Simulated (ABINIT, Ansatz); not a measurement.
Given: the input of a run of Ansatz 0.2.0 on Cu (Copper). The given cell was strained at random by a few per cent at fixed volume. 

Contents of input.yaml:

```yaml
crystal:
  lattice:
    - [-0.008578, 1.795752, 1.801688]
    - [1.82295, -0.024052, 1.817163]
    - [1.795326, 1.783602, 0.003572]
  atoms:
    - { symbol: Cu, position: [0.001456, -0.024293, 0.029321] }
hamiltonian:
  xc: pbe
  pseudopotentials: { kind: paw }
kpoints:
  mp_grid: { grid: [13, 13, 13] }
scf:
  occupations: { method: fermi_dirac, width: 0.05 }
output:
  forces: true
  stress: true
  eigenvalues: true
  write_density: true
  write_potential: true
  elf: true
  volumetric_format: npy
```

Potentials or basis: Ansatz PAW.

Command:

```console
$ ansatz run input.yaml --threads 1 --pin off --max-ram 3584MiB --backend cpu --events-out ev --progress --plain --runs-dir out
```

Set up the same calculation for ABINIT 10.8.3 (patched build). Potentials or basis there: JTH PAW PBE v2.0, cutoff 707 eV.

As run (cutoffs and basis follow the program's own potentials, and thresholds, step limits or extra output files can differ):

The input run.abi:

```
pp_dirpath "./"
pseudos "Cu.GGA_PBE-JTH.xml"

acell 3*1.0
rprim
    -0.0162100707     3.3934794677     3.4046968820
     3.4448762389    -0.0454516927     3.4339403938
     3.3926744444     3.3705192953     0.0067501017
ntypat 1
znucl 29
natom 1
typat 1
xred
     0.0014560000    -0.0242930000     0.0293210000
chkprim 0
chksymtnons 0
tolsym 1.0e-6

ecut 26.0
pawecutdg 48.0

kptopt 1
ngkpt 13 13 13
nshiftk 1
shiftk 0.0 0.0 0.0

ixc 11

nband 14
occopt 3
tsmear 0.00183747

nstep 100
tolvrs 1.0e-9

iomode 3
prtwf 0
prtden 0
prteig 0
prtebands 0
enunit 2
```

Potentials or basis: JTH PAW PBE v2.0.

Launch:

```bash
$ abinit run.abi > log 2>&1
```

Both were run:

|  | Ansatz | ABINIT |
| --- | --- | --- |
| Pressure | 1.7 GPa | 1.6 GPa |
| Energy over the undisturbed cell | 1.6 meV/atom | 1.5 meV/atom |

Ansatz's pressure holds a Pulay term of +0.13 GPa for its cutoff of 420 eV, which the other run lacks.

Where Ansatz's input types no cutoff or centring, it takes its own default and a Γ-centred mesh.

Pressure is positive in compression.
